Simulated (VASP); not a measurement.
# Lu (P6_3/mmc) in VASP: equation of state, part 2 of 2

VASP 6.6.1.

## Step 3: Equation of state, PBE, 28.32 Å³/atom (volume scaled by 0.96)

Input file INCAR:

```
SYSTEM = Lu
  ALGO = Normal
  EDIFF = 1E-7
  ENCUT = 520
  GGA = PE
  ISIF = 2
  ISMEAR = -1
  LASPH = .True.
  LCHARG = .False.
  LREAL = .False.
  LWAVE = .False.
  NBANDS = 32
  NELM = 100
  PREC = Accurate
  SIGMA = 0.05
```

Input file KPOINTS:

```
k-points
0
Gamma
  9 9 5
  0 0 0
```

Input file POSCAR:

```
Lu
1.0
    3.4557550070      0.0000000000      0.0000000000
   -1.7278775035      2.9927716254      0.0000000000
    0.0000000000      0.0000000000      5.4758786414
Lu
2
Direct
    0.6666666667      0.3333333333      0.7500000000
    0.3333333333      0.6666666667      0.2500000000
```

Potentials or basis: VASP PAW PBE potentials, release 64 (Lu).

The run is started by

```console
> cat potpaw_PBE.64/Lu/POTCAR > POTCAR
> mpirun -np 1 vasp_std > vasp.out
```

OUTCAR:

```text
SYSTEM = Lu
   EDIFF = 1E-7
   ENCUT = 520
   GGA = PE
   ISIF = 2
   ISMEAR = -1
   LASPH = .True.
   LREAL = .False.
   NELM = 100
   PREC = Accurate

 ion  position               nearest neighbor table
   1  0.667  0.333  0.750-   2 3.39   2 3.39   2 3.39   2 3.39   2 3.39   2 3.39
   2  0.333  0.667  0.250-   1 3.39   1 3.39   1 3.39   1 3.39   1 3.39   1 3.39

  LATTYP: Found a hexagonal cell.
 ALAT       =     3.4557550070
 C/A-ratio  =     1.5845679541

  Lattice vectors:

 A1 = (   3.4557550070,   0.0000000000,   0.0000000000)
 A2 = (  -1.7278775035,   2.9927716254,   0.0000000000)
 A3 = (   0.0000000000,   0.0000000000,   5.4758786414)

Analysis of symmetry for initial positions (statically):
=====================================================================
 Subroutine PRICEL returns:
 Original cell was already a primitive cell.

 Routine SETGRP: Setting up the symmetry group for a
 hexagonal supercell.

 Subroutine GETGRP returns: Found 24 space group operations
 (whereof 12 operations were pure point group operations)
 out of a pool of 24 trial point group operations.

The static configuration has the point symmetry D_3d.
 The point group associated with its full space group is D_6h.

Analysis of symmetry for dynamics (positions and initial velocities):
=====================================================================
 Subroutine PRICEL returns:
 Original cell was already a primitive cell.

 Routine SETGRP: Setting up the symmetry group for a
 hexagonal supercell.

 Subroutine GETGRP returns: Found 24 space group operations
 (whereof 12 operations were pure point group operations)
 out of a pool of 24 trial point group operations.

The dynamic configuration has the point symmetry D_3d.
 The point group associated with its full space group is D_6h.

 Subroutine INISYM returns: Found 24 space group operations
 (whereof 12 operations are pure point group operations),
 and found     1 'primitive' translations

----------------------------------------------------------------------------------------

                                     Primitive cell

  volume of cell :      56.6331

  direct lattice vectors                    reciprocal lattice vectors
     3.455755007  0.000000000  0.000000000     0.289372365  0.167069213  0.000000000
    -1.727877504  2.992771625  0.000000000     0.000000000  0.334138426  0.000000000
     0.000000000  0.000000000  5.475878641     0.000000000  0.000000000  0.182619095

  length of vectors
     3.455755007  3.455755007  5.475878641     0.334138426  0.334138426  0.182619095

  position of ions in fractional coordinates (direct lattice)
     0.666666667  0.333333333  0.750000000
     0.333333333  0.666666667  0.250000000

  ion indices of the primitive-cell ions
   primitive index   ion index
                 1           1
                 2           2

----------------------------------------------------------------------------------------

 KPOINTS: k-points

Automatic generation of k-mesh.
 Grid dimensions read from file:
 generate k-points for:    9    9    5

 Generating k-lattice:

  Cartesian coordinates                     Fractional coordinates (reciprocal lattice)
     0.032152485  0.018563246  0.000000000     0.111111111  0.000000000  0.000000000
     0.000000000  0.037126492  0.000000000     0.000000000  0.111111111  0.000000000
     0.000000000  0.000000000  0.036523819     0.000000000  0.000000000  0.200000000

  Length of vectors
     0.037126492  0.037126492  0.036523819

  Shift w.r.t. Gamma in fractional coordinates (k-lattice)
     0.000000000  0.000000000  0.000000000

 Subroutine IBZKPT returns following result:
 ===========================================

 Found     36 irreducible k-points:

 Following reciprocal coordinates:
            Coordinates               Weight
  0.000000  0.000000  0.000000      1.000000
  0.111111  0.000000  0.000000      6.000000
  0.222222  0.000000  0.000000      6.000000
  0.333333  0.000000  0.000000      6.000000
  0.444444  0.000000  0.000000      6.000000
  0.111111  0.111111  0.000000      6.000000
[... 28 lines left out ...]
  0.333333  0.222222  0.400000     24.000000
  0.333333  0.333333  0.400000      4.000000
   k-points           NKPTS =     36   k-points in BZ     NKDIM =     36   number of bands    NBANDS=     32
   number of dos      NEDOS =    301   number of ions     NIONS =      2
   total plane-waves  NPLWV =  32928
   dimension x,y,z NGX =    28 NGY =   28 NGZ =   42
   dimension x,y,z NGXF=    56 NGYF=   56 NGZF=   84
   ions per type =               2
   NGX,Y,Z   is equivalent  to a cutoff of  13.47, 13.47, 12.75 a.u.
   NGXF,Y,Z  is equivalent  to a cutoff of  26.94, 26.94, 25.50 a.u.
 SYSTEM =  Lu
   PREC   = accura    normal or accurate (medium, high low for compatibility)
   ISTART =      0    job   : 0-new  1-cont  2-samecut
   ICHARG =      2    charge: 1-file 2-atom 10-const
   ISPIN  =      1    spin polarized calculation?
   LNONCOLLINEAR =      F non collinear calculations
   LSORBIT =      F    spin-orbit coupling
   LASPH  =      T    aspherical Exc in radial PAW
   ENCUT  =  520.0 eV  38.22 Ry    6.18 a.u.   6.43  6.43 10.18*2*pi/ulx,y,z
   NELM   =    100;   NELMIN=  2; NELMDL= -5     # of ELM steps
   EDIFF  = 0.1E-06   stopping-criterion for ELM
   LREAL  =      F    real-space projection
   EDIFFG = 0.1E-05   stopping-criterion for IOM
   NSW    =      0    number of steps for IOM
   IBRION =     -1    ionic relax: 0-MD 1-quasi-New 2-CG
   NFREE  =      0    steps in history (QN), initial steepest desc. (CG)
   ISIF   =      2    stress and relaxation
   ISYM   =      2    0-nonsym 1-usesym 2-fastsym
   POTIM  = 0.5000    time-step for ionic-motion
   TEBEG  =    0.0;   TEEND  =   0.0 temperature during run
   PSTRESS=    0.0 pullay stress
   NELECT =      50.0000    total number of electrons
   NUPDOWN=      -1.0000    fix difference up-down
   EMIN   =  10.00;   EMAX   =-10.00  energy-range for DOS
   EFERMI =   0.00;   METHOD = LEGACY
   ISMEAR =    -1;   SIGMA  =   0.05  broadening in eV -4-tet -1-fermi 0-gaus
   EFERMI_NEDOS =   21; number of points for ismear=-14 and -15
   IALGO  =     38    algorithm
   IMIX   =      4    mixing-type and parameters
     AMIX     =   0.40;   BMIX     =  1.00
     AMIX_MAG =   1.60;   BMIX_MAG =  1.00
  volume/ion in A,a.u.               =      28.32       191.09
  Fermi-wavevector in a.u.,A,eV,Ry     =   1.570512  2.967838 33.558898  2.466509
  Thomas-Fermi vector in A             =   2.672235
   LORBIT       =      0    0 simple, 1 ext, 2 COOP (PROOUT), +10 PAW based schemes
   GGA     = PE    functional components
   LHFCALC =     F    Hartree Fock is set to
   AEXX    =    0.0000 exact exchange contribution
   IVDW    =     0    specifies the selected vdW correction
   LEPSILON=     F    determine dielectric tensor
   LRPA    =     F    only Hartree local field effects (RPA)
 non-spin polarized calculation
  energy-cutoff  :      520.00
  volume of cell :       56.63
 maximum number of plane-waves:      1545
 NGX is ok and might be reduce to    28
   NGX = 13   NGY = 13   NGZ = 21

 number of electron      49.9999992 magnetization

 Free energy of the ion-electron system (eV)
  ---------------------------------------------------
  ext. energy  EPLUGINS =         0.00000000
  ---------------------------------------------------
  free energy    TOTEN  =        -9.04422761 eV

  energy without entropy =       -9.01460367  energy(sigma->0) =       -9.02941564

 E-fermi :   2.3393     XC(G=0): -10.7994

 val. band max:        2.3346471737   @ k =   0.3333   0.0000   0.4000
 cond. band min:       2.3412289109   @ k =   0.3333   0.1111   0.2000
 fundamental gap:      0.0065817372
 Fermi energy:         2.3393112466

 k-point     1 :       0.0000    0.0000    0.0000
  band No.  band energies     occupation
      1     -53.7948      2.00000
      2     -53.7564      2.00000
      3     -24.7654      2.00000
      4     -24.2937      2.00000
      5     -24.2937      2.00000
      6     -24.2077      2.00000
[... 24 lines left out ...]
     31       5.9383      0.00000
     32       5.9383      0.00000
[... 1194 lines left out ...]
      2     -53.7537      2.00000
      3     -24.6367      2.00000
      4     -24.6367      2.00000
      5     -24.5408      2.00000
      6     -24.4839      2.00000
[... 24 lines left out ...]
     31       7.8530      0.00000
     32       7.8530      0.00000

------------------------ aborting loop because EDIFF is reached ----------------------------------------

  FORCE on cell =-STRESS in cart. coord.  units (eV):
  Direction    XX          YY          ZZ          XY          YZ          ZX
  --------------------------------------------------------------------------------------
  -------------------------------------------------------------------------------------
  Total        0.6912171      0.6912171      0.2829837      0.0000000      0.0000000      0.0000000
  in kB       19.5548616     19.5548616      8.0057427      0.0000000      0.0000000      0.0000000
  external PRESSURE =      15.7051553 kB  Pullay stress =       0.0000000 kB

 VOLUME and BASIS-vectors are now :
 -----------------------------------------------------------------------------
  energy-cutoff  :      520.00
  volume of cell :       56.63
      direct lattice vectors                 reciprocal lattice vectors
     3.455755007  0.000000000  0.000000000     0.289372365  0.167069213  0.000000000
    -1.727877504  2.992771625  0.000000000     0.000000000  0.334138426  0.000000000
     0.000000000  0.000000000  5.475878641     0.000000000  0.000000000  0.182619095

 POSITION                                       TOTAL-FORCE (eV/Angst)
 -----------------------------------------------------------------------------------
      1.72788      0.99759      4.10691         0.000000      0.000000      0.000000
     -0.00000      1.99518      1.36897        -0.000000     -0.000000      0.000000
 -----------------------------------------------------------------------------------
    total drift:                               -0.000000      0.000000     -0.000000

  FREE ENERGIE OF THE ION-ELECTRON SYSTEM (eV)
  ---------------------------------------------------
  free  energy   TOTEN  =        -9.0442276052 eV

  energy  without entropy=       -9.0146036697  energy(sigma->0) =       -9.02941564
```

Run time: 52 s. Hardware: 1 thread of AMD EPYC 9R45 (Zen 5), shared host; peak memory 0.18 GiB.

What came out:

```yaml
Free_energy: -9.0442 eV
Pressure: 1.6 GPa
Band_gap_on_the_k_mesh: none (metal or under the smearing width)
```

## Step 4: Equation of state, PBE, 28.91 Å³/atom (volume scaled by 0.98)

Input file INCAR:

```
ALGO = Normal
EDIFF = 1E-7
ENCUT = 520
GGA = PE
ISIF = 2
ISMEAR = -1
LASPH = True
LCHARG = False
LREAL = False
LWAVE = False
NBANDS = 32
NELM = 60
PREC = Accurate
SIGMA = 0.05
```

Input file KPOINTS:

```
k-points
0
Gamma
  9 9 5
```

Input file POSCAR:

```
Lu
1.0
    3.4795885533      0.0000000000      0.0000000000
   -1.7397942767      3.0134120819      0.0000000000
    0.0000000000      0.0000000000      5.5136445151
Lu
2
Direct
    0.6666666667      0.3333333333      0.7500000000
    0.3333333333      0.6666666667      0.2500000000
```

The run is started by

```console
> cat potpaw_PBE.64/Lu/POTCAR > POTCAR
> mpirun -np 1 vasp_std > vasp.out
```

Run time: 40 s. Hardware: 1 thread of AMD EPYC 9R45 (Zen 5), shared host; peak memory 0.17 GiB.

It converged, with:

```yaml
Free_energy: -9.0525 eV
Pressure: 0.5 GPa
Band_gap_on_the_k_mesh: none (metal or under the smearing width)
```

## Step 5: Equation of state, PBE, 30.09 Å³/atom (volume scaled by 1.02)

Input file INCAR:

```
SYSTEM = Lu
PREC = Accurate
ENCUT = 520
EDIFF = 1E-7
ISMEAR = -1
SIGMA = 0.05
LREAL = .False.
LASPH = .True.
NELM = 60
ALGO = Normal
ISIF = 2
LWAVE = .False.
LCHARG = .False.
GGA = PE
NBANDS = 32
```

Input file KPOINTS:

```
Automatic mesh
0
Gamma
  9 9 5
  0 0 0
```

Input file POSCAR:

```
Lu
1.0
    3.5263000139      0.0000000000      0.0000000000
   -1.7631500069      3.0538653934      0.0000000000
    0.0000000000      0.0000000000      5.5876619985
Lu
2
Direct
    0.6666666667      0.3333333333      0.7500000000
    0.3333333333      0.6666666667      0.2500000000
```

The run is started by

```console
> cat potpaw_PBE.64/Lu/POTCAR > POTCAR
> mpirun -np 1 vasp_std > vasp.out
```

It took 48 s on 1 thread of AMD EPYC 9R45 (Zen 5), shared host; peak memory 0.17 GiB.

Results (log left out):

```yaml
Free_energy: -9.0480 eV
Pressure: -1.2 GPa
Band_gap_on_the_k_mesh: none (metal or under the smearing width)
```

## Step 6: Equation of state, PBE, 30.68 Å³/atom (volume scaled by 1.04)

Input file INCAR:

```
SYSTEM = Lu
PREC = Accurate
ENCUT = 520
EDIFF = 1E-7
ISMEAR = -1
SIGMA = 0.05
LREAL = .FALSE.
LASPH = .TRUE.
NELM = 60
ALGO = Normal
ISIF = 2
LWAVE = .FALSE.
LCHARG = .FALSE.
GGA = PE
NBANDS = 32
```

Input file KPOINTS:

```
Automatic mesh
0
G
  9 9 5
  0 0 0
```

Input file POSCAR:

```
Lu
1.0
    3.5491987075      0.0000000000      0.0000000000
   -1.7745993538      3.0736962438      0.0000000000
    0.0000000000      0.0000000000      5.6239465347
Lu
2
Direct
    0.6666666667      0.3333333333      0.7500000000
    0.3333333333      0.6666666667      0.2500000000
```

Potentials or basis: VASP PAW PBE potentials, release 64 (Lu).

The run is started by

```console
> cat potpaw_PBE.64/Lu/POTCAR > POTCAR
> mpirun -np 1 vasp_std > vasp.out
```

Run time: 40 s. Hardware: 1 thread of AMD EPYC 9R45 (Zen 5), shared host; peak memory 0.18 GiB.

The run converged. Its results:

```yaml
Free_energy: -9.0364 eV
Pressure: -2.0 GPa
Band_gap_on_the_k_mesh: none (metal or under the smearing width)
```

## Step 7: Equation of state, PBE, 31.27 Å³/atom (volume scaled by 1.06)

Changes to INCAR since step 6:

```diff
@@ -8,3 +8,3 @@
 LASPH = .TRUE.
-NELM = 60
+NELM = 100
 ALGO = Normal
```

KPOINTS is that of step 6.

Input file POSCAR:

```
Lu
1.0
    3.5718056782      0.0000000000      0.0000000000
   -1.7859028391      3.0932744547      0.0000000000
    0.0000000000      0.0000000000      5.6597688160
Lu
2
Direct
    0.6666666667      0.3333333333      0.7500000000
    0.3333333333      0.6666666667      0.2500000000
```

The run is started by

```console
> cat potpaw_PBE.64/Lu/POTCAR > POTCAR
> mpirun -np 1 vasp_std > vasp.out
```

It took 47 s on 1 thread of AMD EPYC 9R45 (Zen 5), shared host; peak memory 0.18 GiB.

The run converged. Its results:

```
Free energy            : -9.0192 eV
Pressure               : -2.8 GPa
Band gap on the k mesh : none (metal or under the smearing width)
```

## Step 8: Equation of state, PBE

Potentials or basis: VASP PAW PBE potentials, release 64 (Lu).

This step only gathers the single runs of the series.

Results:

* Equilibrium volume: 29.29 Å³/atom
* Bulk modulus at fixed shape and positions: 46 GPa
* Pressure derivative of the bulk modulus: 3.3

Energy against volume, from the lowest point:
```
volume (Å³/atom)  energy (meV/atom)
          27.727              12.70
          28.317               4.65
          28.906               0.52
          29.496               0.00
          30.086               2.78
          30.676               8.58
          31.266              17.17
```

Caveat: the cell was scaled at fixed shape and fractional positions, which overstates the stiffness of a crystal with free parameters, most of all of layers and chains. Spin-orbit coupling is left out, which matters for the levels of Lu.
